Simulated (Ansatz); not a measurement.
# AlCo (Pm-3m), a film clamped to a substrate

Method: Ansatz 0.2.0, DFT PBEsol, scalar-relativistic, plane waves, PAW. Settings: plane waves to 420 eV, k-mesh 22×22×22 (Γ-centred), Gaussian smearing 0.15 eV. No spin polarisation. A magnetic state may lie lower. Energies are free energies at this smearing, counted from the undisturbed cell; pressure is positive in compression.

Reference structure (relaxed at this level; it needn't be the usual structure):

```
CELL_PARAMETERS angstrom
2.82259 0.00000 0.00000
0.00000 2.82259 0.00000
0.00000 0.00000 2.82259
ATOMIC_POSITIONS crystal
Al 0.00000 0.00000 0.00000
Co 0.50000 0.50000 0.50000
```

The cell (2 atoms, V0 = 22.49 Å³) is strained by p along both x and y and by q along z, fractional coordinates fixed. τp = (1/V0) ∂E/∂p = (σxx + σyy)(1 + p)(1 + q) and τq = (1/V0) ∂E/∂q = σzz(1 + p)², with tension positive.

```
     p q  ΔE (meV/atom)  τp (GPa)  τq (GPa)
 0.000   0.000           0.00     -0.08     -0.04
-0.050   0.000          89.19    -54.15    -16.82
 0.050   0.000          68.68     36.76     11.02
 0.000  -0.050          32.71    -13.88    -20.11
 0.000   0.050          22.43     13.38     11.82
```

Problem. Get the second derivatives of the energy density.

Solution. Central differences give A = ∂τp/∂p = 909 GPa (C11 + C22 + 2 C12), C = ∂τq/∂q = 319 GPa (C33) and the cross term B = ∂τq/∂p = 278 GPa (C13 + C23); ∂τp/∂q = 273 GPa must equal B, and any difference shows higher-order terms. Steps this large leave an error of some per cent of A or C in all of these, which can swamp a small B. The ions are clamped. In a cubic crystal C11 = C = 319, C12 = B/2 = 139 GPa and A should be 2(C11 + C12) = 917 GPa; the bulk modulus is (C11 + 2 C12)/3 = 199 GPa.

Problem. A film of this crystal grows with z along the normal on a substrate that imposes p. How does its thickness respond, and what does the misfit cost?

Solution. Count p and q from the stress-free cell. A free surface needs τq = 0, so q = −(B/C) p = -0.87 p. The energy density left is (A − B²/C) p²/2 = M p², with the biaxial modulus M = 333 GPa; a misfit of 1 % costs 2.34 meV/atom, against 3.19 meV/atom if the thickness were held.

In a metal these slopes depend on the k mesh and the smearing.

The film responds to in-plane tension by thinning, but the contraction of 0.87 p offsets less than half of the area gain, so its volume still grows. This relaxation lowers the cost of a 1 % misfit from 3.19 to 2.34 meV/atom. Both atoms sit at inversion centres, which these strains preserve, so clamping the ions omits no internal relaxation.

C11 well above C12 means a marked resistance to tetragonal distortion, probably reflecting directional Co 3d–Al sp hybridisation on top of the metallic bonding. For both strains, compression costs more than equal extension, because short-range repulsion rises steeply while bonding weakens on stretching. This asymmetry holds with the other strain fixed at zero and does not carry over to a film free to change its thickness, where the third-order terms estimated from the table largely cancel.

The bulk modulus of 199 GPa is above, and the lattice constant below, what is measured for CoAl, which suggests overbinding by PBEsol, with missing thermal expansion adding to it. Resistance to shear of the cell angles is not probed, so full elastic stability does not follow.
